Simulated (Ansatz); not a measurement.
## As: pressure against volume scale

Results calculated with Ansatz 0.2.0, not measured. Periodic Kohn-Sham DFT of a crystal at fixed atoms, scaled to volume_scale times the given cell; pressure positive in compression, energy less spherical unpolarised free atoms, largest_vzz the field gradient of largest size among the nuclei.

The cell before it is scaled or strained (space group R-3m, No. 166):
```
cell vectors (Å)
   1.8797     1.0853     3.4858
  -1.8797     1.0853     3.4858
   0.0000    -2.1705     3.4858
atoms (fractions of the cell vectors)
As  0.22754  0.22754  0.22754
As  0.77246  0.77246  0.77246
```

Settings of every row: method frozen-core PAW; functional PBE; relativity scalar; k mesh 11x11x11; filling fermi-dirac; smearing width 0.03 eV; wave cutoff 420 eV; paw set soft_2.

Atom start moment: 0 on all atoms.

Limits: no gap: field gradients move with the k mesh.

| row | volume scale | V (Å³/atom) | pressure (GPa) | largest V_zz (1e21 V/m^2) |
| --- | --- | --- | --- | --- |
| 1 | 0.9405 | 20.064 | 9.393 | -5.129 |
| 2 | 0.97 | 20.693 | 6.293 | -5.109 |
| 3 | 1 | 21.333 | ? | ? |
| 4 | 1.03 | 21.973 | 1.219 | -5.037 |
| 5 | 1.06 | 22.613 | -0.798 | -4.994 |

Question: what pressure should row 3 give?

Worked fit of pressure. Take u = (V_r/V)^(2/3) − 1 with V_r = 21.333 Å³ an atom, which is twice the finite (Eulerian) strain; such expansions in the strain, on which the Birch-Murnaghan equation of state is built, carry the rest volume and the bulk modulus. The shown rows have u = 0.04173, 0.02051, -0.01951, -0.0381. Least squares give pressure = 3.567 + 126.51 × u + 313.76 × u² GPa; a straight line predicts inner rows, each left out in turn, worse (root mean square 0.29 against 0.0019 GPa). The rows lie off it by 0.000, -0.001, 0.001, 0.000. The pressure vanishes at u = -0.0305, or V = 22.35 Å³ an atom, and there the bulk modulus at fixed shape and fractions is B = −V dP/dV = (2/3)(1 + u) dP/du = 69.4 GPa. Letting shape and atoms relax would as a rule lower it, by much in layered, chain or molecular crystals. The withheld row has u = 0, so the fit gives 3.567 + 126.51 × (0) + 313.76 × (0)² = 3.567 GPa.

The calculation gave 3.565 GPa. The fit lies 0.002 GPa (0.02 % of the column's range) above it; its largest miss of a shown row is 0.001 GPa.

The other values of row 3: largest V_zz -5.075 1e21 V/m^2.
